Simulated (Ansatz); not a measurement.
Start from ZnTe in the zinc blende structure (space group F-43m, No. 216).

```
CELL_PARAMETERS angstrom
      0.00000     3.08959     3.08959
      3.08959     0.00000     3.08959
      3.08959     3.08959     0.00000
ATOMIC_POSITIONS crystal
  Te 0.75000 0.75000 0.75000
  Zn 0.00000 0.00000 0.00000
```

Cartesian axes are those of the cell as printed.

Level of theory: PBE (Ansatz, an electronic-structure program; PAW; 420 eV plane waves; no spin-orbit coupling), earlier PAW set.

One thing is altered: tensor shear ε_yz = +0.73 % (engineering shear γ = 0.0146); the atoms relax in the strained cell.

### Question
Predict the stress tensor and what it implies for the stiffness.

### Answer
Stress of the strained cell less that of the base (GPa, compression positive):
```
   0.00    0.00    0.00
   0.00    0.01   -0.44
   0.00   -0.44    0.01
```

Then −Δσ/γ with γ = 2ε = 0.0146 gives relaxed-ion elastic constants: C44 ≈ 30 GPa.

Stability against distortions was not tested.
